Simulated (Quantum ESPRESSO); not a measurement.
# Rh under changes of volume

One of the cells (13.671 Å³/atom); the others are scaled copies at fixed shape and fractional positions:

```
Rh
1.0
     0.00000    1.89785    1.89785
     1.89785    0.00000    1.89785
     1.89785    1.89785    0.00000
Rh
1
Direct
  0.00000 0.00000 0.00000
```

| Item | Value |
| --- | --- |
| Program | Quantum ESPRESSO 7.5 |
| Functional | AM05 |
| Potentials or basis | PseudoDojo 0.4 FR PBE standard |
| Cutoff | 1197 eV |
| Density cutoff | 4789 eV |
| k mesh | 12 × 12 × 12 |
| Occupations | fermi-dirac, width 0.05 eV |
| Spin | spin-orbit coupling, no magnetisation |

```csv
volume (Å³/atom),energy over the lowest point (meV/atom),pressure (GPa)
12.851,28.80,15.7
13.125,8.37,8.2
13.398,0.00,1.6
13.671,2.27,-4.3
13.945,?,?
14.218,33.85,-13.9
14.492,61.05,-17.9
```

Q: What does the run at 13.945 Å³/atom give?

A: Energy over the lowest point 13.92 meV/atom; pressure -9.4 GPa.

Worked out: A Birch-Murnaghan fit of order 3 (a polynomial in V^(-2/3)) to the other rows has its minimum at 13.47 Å³/atom with B0 = V·E''(V) = 296 GPa and B' = 5.2. It gives 13.96 meV/atom at 13.945 Å³/atom, against the run's 13.92, and -dE/dV = -9.4 GPa, against -9.4.

Energies are extrapolated to zero smearing.

Caveats: the potentials were made for another functional, which shifts forces and pressure.
